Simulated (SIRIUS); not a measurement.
**Cs in SIRIUS: convergence with wave cutoff**

Crystal: Cs.

```xyz
1
Lattice="-3.1285 3.1285 3.1285 3.1285 -3.1285 3.1285 3.1285 3.1285 -3.1285" Properties=species:S:1:pos:R:3 pbc="T T T"
Cs    0.0000    0.0000    0.0000
```

```yaml
Program: SIRIUS 7.10.0
Task: single point
Functional: PBEsol
Potentials_or_basis: PseudoDojo 0.4 PBEsol stringent (scalar relativistic)
Cutoff: 171 eV
Density_cutoff: 686 eV
k_mesh: 6 × 6 × 6
Occupations: methfessel-paxton, width 0.05 eV
Spin: no spin polarisation
```

These are the settings of the first run; the series varies wave cutoff, with any setting tied to it.

Hardware: 1 thread of Arm Neoverse V1 (shared host).

Task: The values tried are 171.5 eV, 246.9 eV, 336.1 eV, 439 eV, 555.5 eV, 685.9 eV, 905.9 eV, 1159.1 eV, loosest first. From which on does the pressure stay within 0.1 GPa of the tightest run that finished?

Result: From 439 eV on.

```tsv
wave cutoff	pressure (GPa)	SCF cycles	CPU time (s)	peak memory (GiB)
171.5 eV	-11.38	15	6.3	0.17
246.9 eV	-5.31	14	7.8	0.19
336.1 eV	-1.32	15	11	0.22
439 eV	-0.27	14	15	0.25
555.5 eV	-0.19	14	24	0.3
685.9 eV	-0.19	15	41	0.35
905.9 eV	-0.19	15	66	0.47
1159.1 eV	-0.19	14	75	0.58
```

The tightest run that finished is the yardstick and may itself not be fully converged.

Caveat, for the tightest run too: this version's Methfessel-Paxton entropy term is faulty, so the free energy in the log is wrong and no energy is listed. Spin-orbit coupling is left out, which matters for the levels of Cs.
